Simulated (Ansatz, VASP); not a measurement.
**Two plane-wave programs on KI**

INCAR

```
PREC = Accurate
ENCUT = 520
EDIFF = 1E-7
ISMEAR = 0
SIGMA = 0.05
LREAL = False
LASPH = True
NELM = 100
ALGO = Normal
ISIF = 2
LWAVE = False
LCHARG = True
GGA = PE
LELF = True
LVHAR = True
NBANDS = 15
```

File KPOINTS:

```
regular mesh
0
Gamma
  6 6 6
```

POSCAR

```
KI
1.0
    0.0000000000      3.5245500000      3.6302865000
    3.5245500000      0.0000000000      3.6302865000
    3.5245500000      3.5245500000      0.0000000000
K I
1 1
Direct
    0.0000000000      0.0000000000      0.0000000000
    0.5000000000      0.5000000000      0.5000000000
```

Input for Ansatz:

```yaml
crystal:
  lattice:
    - [0.0, 3.52455, 3.6302865]
    - [3.52455, 0.0, 3.6302865]
    - [3.52455, 3.52455, 0.0]
  atoms:
    - { symbol: K, position: [0.0, 0.0, 0.0] }
    - { symbol: I, position: [0.5, 0.5, 0.5] }
basis:
  ecutwfc: 420
kpoints:
  mp_grid: { grid: [6, 6, 6] }
hamiltonian:
  xc: pbe
scf:
  occupations: { method: gaussian, width: 0.05 }
output:
  forces: true
  stress: true
  eigenvalues: true
```

Change from the starting cell: strain +0.0300 x Voigt [0, 0, 1, 0, 0, 0], atoms carried along.

Alike in both runs: task single point; functional PBE; k mesh 6 × 6 × 6; occupations gaussian, width 0.05 eV; no spin polarisation.

```csv
,VASP,Ansatz
version,VASP 6.6.1,Ansatz 0.2.0
potentials or method,"VASP PAW PBE potentials, release 64 (K_sv, I)","scalar-relativistic, plane waves, PAW"
plane-wave cutoff (eV),520,420
valence electrons in the cell,16,26
```

|  | VASP | Ansatz | Ansatz less VASP |
| --- | --- | --- | --- |
| gap on the k mesh at the Fermi level (eV) | 3.91 | 3.91 | +0.004 |
| least direct gap on the mesh (eV) | 3.91 | 3.91 | +0.004 |
| pressure (GPa) | 0.4 | 0.3 | -0.02 |
| largest component of the traceless stress (GPa) | 0.44 | 0.44 | -0.005 |

The two sets of potentials don't hold the same shells in valence.

Caveats: spin-orbit coupling is left out, which moves the levels of the heavy elements.
